**Question**

I am following the two lowest empty levels, as calculated, of a PbO2 crystal along a path of electron waves. The crystal has a spinel-like framework, perhaps metastable, and is not the ordinary form of PbO2. Energies are counted from the middle of the gap, where the program puts the Fermi level. The PBE functional usually makes gaps too small, so the shape of the bands deserves more trust than their height. Each point on the path fixes how the phase of the wave changes from one unit cell to the next. At Γ all cells are in phase, while X and W lie on the boundary of the Brillouin zone. The last stretch runs from W towards X, and its final two rows are hidden. Where will level a1 and level a2 lie there, and how sure can one be?

Ansatz 0.2.0, PBE with plane waves and PAW, scalar-relativistic and without spin polarization, for PbO2 in space group Fd-3m (12-atom cell). The plane-wave cutoff is 420 eV, the k mesh 6×6×6 and the Gaussian smearing width 0.02 eV.

| row | band distance (1/Å) | level a1 from the Fermi level (eV) | level a2 from the Fermi level (eV) |
| --- | --- | --- | --- |
| 1 | 0.000 | 0.332 | 2.715 |
| 2 | 0.132 | 0.505 | 2.708 |
| 3 | 0.263 | 0.903 | 2.676 |
| 4 | 0.395 | 1.368 | 2.592 |
| 5 | 0.526 | 1.807 | 2.428 |
| 6 | 0.657 | 2.167 | 2.167 |
| 7 | 0.704 | 2.163 | 2.175 |
| 8 | 0.750 | 2.148 | 2.196 |
| 9 | 0.797 | 2.122 | 2.230 |
| 10 | 0.844 | 2.084 | 2.275 |
| 11 | 0.890 | 2.032 | 2.328 |
| 12 | 0.960 | 1.925 | 2.417 |
| 13 | 1.099 | 1.604 | 2.585 |
| 14 | 1.239 | 1.173 | 2.690 |
| 15 | 1.378 | 0.717 | 2.720 |
| 16 | 1.518 | 0.384 | 2.716 |
| 17 | 1.644 | 0.367 | 2.717 |
| 18 | 1.758 | 0.603 | 2.727 |
| 19 | 1.872 | 0.949 | 2.727 |
| 20 | 1.986 | 1.293 | 2.695 |
| 21 | 2.100 | 1.524 | 2.644 |
| 22 | 2.203 | 1.568 | 2.629 |
| 23 | 2.296 | 1.642 | 2.588 |
| 24 | 2.389 | 1.775 | 2.512 |
| 25 | 2.482 | 1.940 | 2.406 |
| 26 | 2.575 | 2.112 | 2.271 |
| 27 | 2.655 | 2.193 | 2.193 |
| 28 | 2.720 | 2.188 | 2.188 |
| 29 | 2.786 | 2.180 | 2.180 |
| 30 | ? | ? | ? |
| 31 | ? | ? | ? |

**Answer**

Start with the positions. Row 27 lies a tenth of the way from W to X, and each later row adds a fifth, so row 30 lies at 0.7 and row 31 at 0.9 of the way. X itself appears earlier in the path, as row 6. The hidden rows therefore lie between known levels, and the task is to understand how the band travels between them.

The visible rows pose a puzzle. From Γ to X, level a1 climbs by 1.8 eV, so an electron in this band moves easily between sites. On the stretch from W, the same level coincides with a2 and changes by only about 0.01 eV over three rows. A band that is steep in one direction is almost flat in another.

The arrangement of the lead atoms explains this. They form tetrahedra that share corners, with four lead sites in the repeating cell. Chemistry suggests that the lowest empty band consists of lead 6s orbitals mixed with oxygen 2p. The simplest model keeps one round orbital per lead site, with energy $E_0$, and one effective coupling $t$ between neighbouring sites, which includes routes through oxygen.

Write the wave vector in units of $2\pi/a$, where $a$ is the edge of the cubic cell. On the line from W to X it is $(k_x,1,0)$, with $k_x$ falling from ½ to 0. Summing the phases over neighbours leaves each site coupled to only two of the other three. The strengths are $2tc$ and $2ts$, with $c=\cos(\pi k_x/2)$ and $s=\sin(\pi k_x/2)$, and one of the $s$ couplings has the opposite sign. The remaining site can be reached by two routes, whose contributions cancel: $cs-cs=0$. What is left is

$$E-E_0=\pm 2t\sqrt{c^2+s^2}=\pm 2t .$$

Each sign occurs twice, and a1 and a2 form the lower pair. As $k_x$ changes, one coupling weakens exactly as the other grows, so the energy stays put.

A ring of four orbitals with one coupling reversed in sign, known as a Möbius ring, shows the same pattern. Its four levels also form two pairs, and at W the model is exactly such a ring. At X the $s$ couplings vanish and the ring falls apart into two separate couples with the same energies. The analogy covers this line and neighbour coupling only; elsewhere all three couplings can act, and the pair splits.

For a general wave vector, the model makes the splitting between a2 and a1 equal to $4|t|r$, with

$$r=\sqrt{1+\cos\pi k_x\cos\pi k_y+\cos\pi k_y\cos\pi k_z+\cos\pi k_z\cos\pi k_x}.$$

This can be tested where the levels do split. In row 10, at $(0.2,1,0.2)$, the formula reduces to $r=1-\cos(0.2\pi)=0.19$. A single constant fitted to all 29 visible rows, this one included, gives $1.135\times0.19=0.22$ eV. The table has 0.19 eV, so the model is more than a tenth too high here.

At Γ the same fit falls short by 0.11 eV out of 2.38 eV. A further term in $r^3$, which may stand for coupling over longer distances, cuts the typical error over the visible rows from 0.06 to 0.02 eV. The model fails more clearly for the average of a1 and a2. It should stay constant, yet it rises by 0.64 eV from Γ to X. The model leaves the cause of this rise open. Yet the average depends mainly on $r$, whatever the direction: rows 3 and 19 lie on different lines, but both have $r$ near 1.6 and an average near 1.8 eV. Between W and X, $r$ is zero throughout, so the average hardly moves and the line stays flat.

The exact pairing on the line rests on firmer ground than this model. The symmetry of the crystal requires it as long as spin–orbit coupling is left out, as it is here. Including that coupling could separate the two levels slightly.

The small drift that remains must come from effects that this simple model leaves out. Symmetry makes the paired level arrive flat at both X and W, so the simplest form for the drift is a cosine with one extreme at each end. Fitted to rows 27–29 and row 6, it reads $E=2.1802-0.0133\cos(2\pi k_x)$ in eV. Row 30 has $k_x=0.15$, for which this formula gives 2.172 eV.

The predictions, with ranges that allow for rounding and for a drift that is not a pure cosine, are:

- Row 30: a1 and a2 both at 2.172 ± 0.003 eV.
- Row 31: a1 and a2 both at 2.168 ± 0.002 eV.
- Splitting in both rows: zero within 0.001 eV.

The withheld rows as computed:

| row | band distance (1/Å) | level a1 from the Fermi level (eV) | level a2 from the Fermi level (eV) |
| --- | --- | --- | --- |
| 30 | 2.852 | 2.173 | 2.173 |
| 31 | 2.918 | 2.168 | 2.168 |

All the predictions hold. Row 30 comes out at 2.173 eV, a miss of 0.001 eV, and row 31 agrees to the last digit of the table. The two levels coincide in both rows, as symmetry requires. The tiny miss in row 30 is comparable with the rounding of the levels and calls for no explanation.

How much credit does the cosine deserve? Only a little, because known levels on either side left the band hardly any room. Continuing the straight trend of rows 28 and 29 predicts row 30 equally well. For row 31 it gives 2.164 eV, which is 0.004 eV too low, because it ignores the level at X and the flat arrival there. The model fits and their errors are in the output below.

The wider lesson concerns how to read a flat band. The coupling that keeps a1 still between W and X is the same one that helps to make it steep between Γ and X. Before taking a flat stretch as a sign of immobile electrons, follow the same band in other directions: if it is steep there, the flatness may come from cancelling routes. In a layered crystal, though, it may simply mean weak coupling between the layers.

Numerical output:

```
rise of a1 from Gamma (row 1) to X (row 6), eV: 1.835
spread of a1 over rows 27 to 29 and row 6, eV: 0.026
rise of the average of a1 and a2 from Gamma to X, eV: 0.6435
splitting a2 less a1 at Gamma (row 1), eV: 2.383
splitting divided by network factor r at Gamma (row 1), eV: 1.191
splitting divided by network factor r in row 10, eV: 1
splitting divided by network factor r in row 26, eV: 1.016
fit of split on 29 rows: coefficient of netr 1.135 +/- 0.0093; rms 0.0556, worst 1 -0.114, leave-one-out rms 0.0592
  rows outside the fit (model, value, miss): 30 1.196e-08, 0, 1.2e-08; 31 0, 0, 0
fit of split on 29 rows: coefficient of netr 1.016 +/- 0.007, coefficient of netr**3 0.04163 +/- 0.0023; rms 0.0151, worst 3 0.0471, leave-one-out rms 0.0168
  rows outside the fit (model, value, miss): 30 1.07e-08, 0, 1.07e-08; 31 0, 0, 0
fit of band_a1 on 4 rows (face): constant 2.18 +/- 9.7e-05, coefficient of wave -0.01331 +/- 0.00013; rms 0.000135, worst 29 0.000207, leave-one-out rms 0.000394
  rows outside the fit (model, value, miss): 1 2.167, 0.332, 1.83; 2 2.167, 0.505, 1.66; 3 2.167, 0.903, 1.26; 4 2.167, 1.368, 0.799; 5 2.167, 1.807, 0.36; 7 2.168, 2.163, 0.00454; 8 2.169, 2.148, 0.0214; 9 2.172, 2.122, 0.0504; 10 2.176, 2.084, 0.0921; 11 2.18, 2.032, 0.148; 12 2.186, 1.925, 0.261; 13 2.193, 1.604, 0.589; 14 2.19, 1.173, 1.02; 15 2.178, 0.717, 1.46; 16 2.168, 0.384, 1.78; 17 2.168, 0.367, 1.8; 18 2.172, 0.603, 1.57; 19 2.18, 0.949, 1.23; 20 2.188, 1.293, 0.895; 21 2.193, 1.524, 0.669; 22 2.194, 1.568, 0.626; 23 2.194, 1.642, 0.552; 24 2.194, 1.775, 0.419; 25 2.194, 1.94, 0.254; 26 2.194, 2.112, 0.0815; 30 2.172, 2.173, -0.000619; 31 2.168, 2.168, -0.000455
rival forecast for row 30 by straight continuation of rows 28 and 29, eV: 2.172
rival forecast for row 31 by straight continuation of rows 28 and 29, eV: 2.164
```
